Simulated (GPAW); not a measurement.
# CoO (R3m) in GPAW: a series of runs, part 2 of 2

GPAW 26.7.0. The steps go on from the part before.

**3. Single point, PBE, collinear spin, ferromagnetic start**

Input file run.py:

```python
from ase.dft.bandgap import bandgap
from ase.io import read, write
from ase.units import GPa
from gpaw import GPAW, PW

atoms = read('CoO.cif')
atoms.set_initial_magnetic_moments([2.0, 0.0])

calc = GPAW(mode=PW(800),
            xc='PBE',
            kpts={'size': (4, 4, 4), 'gamma': True},
            occupations={'name': 'fermi-dirac', 'width': 0.05},
            nbands=17,
            convergence={'density': 1e-05, 'energy': 1e-05},
            maxiter=100,
            txt='gpaw.txt')
atoms.calc = calc
energy = atoms.get_potential_energy()
forces = atoms.get_forces()
stress = atoms.get_stress()
calc.write('gs.gpw')
write('result.traj', atoms)
print(f'Energy: {energy:.6f} eV')
print('Forces (eV/A):')
print(forces.round(4))
print('Stress (GPa):', (stress / GPa).round(3))
print('Moments:', calc.get_magnetic_moments().round(3))
print('Fermi level:', round(calc.get_fermi_level(), 4), 'eV')
print(f'Gap: {bandgap(calc)[0]:.4f} eV, direct: {bandgap(calc, direct=True)[0]:.4f} eV')
```

Input file CoO.cif:

```cif
data_CoO
_cell_length_a 3.16379267
_cell_length_b 3.16379267
_cell_length_c 3.16379267
_cell_angle_alpha 60.85182342
_cell_angle_beta 60.85182342
_cell_angle_gamma 60.85182342
_space_group_name_H-M_alt 'P1'
_space_group_name_Hall 'P 1'
_space_group_IT_number 1
loop_
_space_group_symop_operation_xyz
'x,y,z'
loop_
_atom_site_label
_atom_site_type_symbol
_atom_site_symmetry_multiplicity
_atom_site_Wyckoff_symbol
_atom_site_fract_x
_atom_site_fract_y
_atom_site_fract_z
_atom_site_occupancy
Co1 Co 1 a 0.9989783200 0.9989783200 0.9989783200 1
O1 O 1 a 0.7510210300 0.7510210300 0.7510210300 1
```

Potentials or basis: GPAW PAW data sets (gpaw-data 1.2.1), pw.

Started as:

```bash
OMP_NUM_THREADS=1 python run.py
```

gpaw.txt:

```text
__  _  _
 | _ |_)|_||  |
 |__||  | ||/\| - 26.7.0

Input parameters:
  mode=PW(ecut=800.0),
  convergence={'density': 1e-05, 'energy': 1e-05},
  kpts=MonkhorstPack(size=(4, 4, 4), gamma=True),
  maxiter=100,
  nbands=17,
  occupations=Occupations(name='fermi-dirac', width=0.05),
  xc=XC(name='PBE')

Diagonalizing LCAO Hamiltonian
Converting LCAO to pw mode

            Co
       O

Atoms  # Å, Bohr magnetons
|   | symbol |        x |        y |        z |    initial magnetic moments |
|---|--------|----------|----------|----------|-----------------------------|
| 0 |     Co | 6.239388 | 3.664421 | 2.608053 | ( 0.0000,  0.0000,  2.0000) |
| 1 |      O | 4.690704 | 2.754872 | 1.960706 | ( 0.0000,  0.0000,  0.0000) |

Unit cell  # Å
| periodic |        x |        y |        z |  lengths |    angles |
|----------|----------|----------|----------|----------|-----------|
|      yes | 3.163793 | 0.000000 | 0.000000 | 3.163793 | 60.851823 |
|      yes | 1.540988 | 2.763139 | 0.000000 | 3.163793 | 60.851823 |
|      yes | 1.540988 | 0.905029 | 2.610720 | 3.163793 | 60.851823 |

Number of symmetries: 6
Symmetry operations  # r_c * U_cc + t_c -> r_c
|   | kind |            matrix            |
|---|------|------------------------------|
| 0 |  E   |  1, 0, 0,  0, 1, 0,  0, 0, 1 |
| 1 |  σ   |  1, 0, 0,  0, 0, 1,  0, 1, 0 |
| 2 |  σ   |  0, 1, 0,  1, 0, 0,  0, 0, 1 |
| 3 |  C3  |  0, 1, 0,  0, 0, 1,  1, 0, 0 |
| 4 |  C3  |  0, 0, 1,  1, 0, 0,  0, 1, 0 |
| 5 |  σ   |  0, 0, 1,  0, 1, 0,  1, 0, 0 |

BZ-sampling:
  Number of BZ points: 64
  Number of IBZ points: 13

  Monkhorst-Pack size: [4, 4, 4]
  Monkhorst-Pack shift: [0.125, 0.125, 0.125]

K-points  # in reciprocal-cell coordinates
|     |                                coordinates |     weight |
|-----|--------------------------------------------|------------|
|   0 | (  0.00000000,   0.00000000,   0.00000000) | 0.01562500 |
|   1 | (  0.25000000,   0.00000000,  -0.25000000) | 0.09375000 |
|   2 | (  0.25000000,   0.00000000,   0.00000000) | 0.09375000 |
|   3 | (  0.25000000,   0.25000000,  -0.25000000) | 0.09375000 |
|   4 | (  0.25000000,   0.25000000,   0.00000000) | 0.09375000 |
|   5 | (  0.25000000,   0.25000000,   0.25000000) | 0.03125000 |
|   6 | (  0.50000000,   0.00000000,   0.00000000) | 0.04687500 |
|   7 | (  0.50000000,   0.25000000,  -0.25000000) | 0.09375000 |
|   8 | (  0.50000000,   0.25000000,   0.00000000) | 0.18750000 |
|   9 | (  0.50000000,   0.25000000,   0.25000000) | 0.09375000 |
| ... |                                            |            |
[... 110 lines left out ...]
SCF iterations
|iter     | |      energy | eigst |  dens |  magmom |
|---------|-|-------------|-------|-------|---------|
|iter:   1| |  -15.323189 | -0.03 |       |  +2.0015|
|iter:   2| |  -15.109376 | -1.93 | -0.83 |  +2.0317|
|iter:   3| |  -14.664628 | -1.78 | -0.89 |  +2.1357|
|iter:   4| |  -14.691016 | -2.67 | -1.32 |  +2.1952|
|iter:   5| |  -14.739384 | -2.77 | -1.55 |  +2.3101|
|iter:   6| |  -14.753876 | -3.23 | -1.91 |  +2.3847|
|iter:   7| |  -14.761100 | -3.26 | -1.85 |  +2.4952|
|iter:   8| |  -14.762926 | -2.94 | -2.10 |  +2.7053|
|iter:   9| |  -14.765603 | -3.45 | -2.23 |  +2.6392|
|iter:  10| |  -14.766511 | -4.49 | -2.48 |  +2.7047|
|iter:  11| |  -14.766539 | -5.43 | -3.00 |  +2.7191|
|iter:  12| |  -14.766586c| -6.21 | -3.41 |  +2.7281|
|iter:  13| |  -14.766559c| -6.87 | -3.89 |  +2.7257|
|iter:  14| |  -14.766572c| -7.54c| -4.24 |  +2.7270|
|iter:  15| |  -14.766567c| -7.69c| -4.74 |  +2.7266|
|iter:  16| |  -14.766567c| -8.26c| -5.19c|  +2.7266|

Converged in 16 steps
Energy contributions relative to reference atoms: (reference = -39943.562207)

Energy contributions:
  Kinetic:          27.340763
  Coulomb:         -24.754894
  Zero:              0.129103
  External:          0.000000
  Xc:              -17.473496
  Entropy:          -0.016087
  Spinorbit:         0.000000
  ----------------------------
  Free energy:     -14.774610
  Extrapolated:    -14.766567

dipole moment: (18.156496, 10.663393, 7.589383)  # |e|*Ang

Total magnetic moment: (0.000000, 0.000000, 2.726631)

Local magnetic moments
|        x |        y |        z |
|----------|----------|----------|
| 0.000000 | 0.000000 | 2.296276 |  # Co   0
| 0.000000 | 0.000000 | 0.221565 |  # O    1

Fermi level: 6.778
Eigenvalues  # (at kpt = [0.000, 0.000, 0.000])
| band index |      eig [eV] | occ [0-1] |      eig [eV] | occ [0-1] |
|------------|---------------|-----------|---------------|-----------|
|          0 |       -13.339 |     1.000 |       -12.846 |     1.000 |
|          1 |         0.514 |     1.000 |         1.659 |     1.000 |
|          2 |         0.561 |     1.000 |         1.755 |     1.000 |
|          3 |         0.561 |     1.000 |         1.755 |     1.000 |
|          4 |         4.621 |     1.000 |         6.223 |     1.000 |
|          5 |         4.621 |     1.000 |         6.224 |     1.000 |
|          6 |         6.800 |     0.391 |         7.341 |     0.000 |
|          7 |         7.033 |     0.006 |         9.434 |     0.000 |
|          8 |         7.033 |     0.006 |         9.435 |     0.000 |
|          9 |         7.196 |     0.000 |         9.500 |     0.000 |
|         10 |        20.663 |     0.000 |        21.131 |     0.000 |
|         11 |        20.663 |     0.000 |        21.131 |     0.000 |
|         12 |        21.248 |     0.000 |        21.711 |     0.000 |
|         13 |        26.729 |     0.000 |        27.241 |     0.000 |
|        ... |               |           |               |           |
|         16 |        27.240 |     0.000 |        27.778 |     0.000 |

No gap
No difference between direct/indirect transitions

Forces  # eV/Ang
|        x |        y |        z |
|----------|----------|----------|
|  0.21753 |  0.12776 |  0.09093 |  # Co   0
| -0.21755 | -0.12777 | -0.09094 |  # O    1

Stress tensor  # eV/Ang^3
|         x |         y |         z |
|-----------|-----------|-----------|
| -0.019139 | -0.013015 | -0.009263 |
| -0.013015 | -0.004622 | -0.005440 |
| -0.009263 | -0.005440 | -0.000850 |

# Writing to gs.gpw (mode='')
```

stdout:

```text
Energy: -14.766567 eV
Forces (eV/A):
[[ 0.2175  0.1278  0.0909]
 [-0.2176 -0.1278 -0.0909]]
Stress (GPa): [-3.066 -0.74  -0.136 -0.872 -1.484 -2.085]
Moments: [2.296 0.222]
Fermi level: 6.7776 eV
Gap: 0.0000 eV, direct: 0.0000 eV
```

Run time: 17 s. Hardware: 1 thread of Arm Neoverse V2, shared host; peak memory 0.15 GiB.

The run converged, but some of its settings lie outside the range that counts as converged, so its numbers aren't taken as properties of the crystal.

Results:

```yaml
Free_energy: -14.7746 eV
Pressure: 1.3 GPa
Largest_force: 0.268 eV/Å
Band_gap_on_the_k_mesh: none (metal or under the smearing width)
Net_moment: 2.73 μB per cell
Site_moments: Co +2.30; O +0.22 μB
```

Caveat: the k mesh is coarse (spacing up to 0.60 Å⁻¹), so the values aren't converged; a cell with one magnetic atom can't hold antiferromagnetic order, which such compounds often take; semilocal functionals often make such compounds metallic where correlation or magnetic order opens a gap, which also shifts bond lengths.
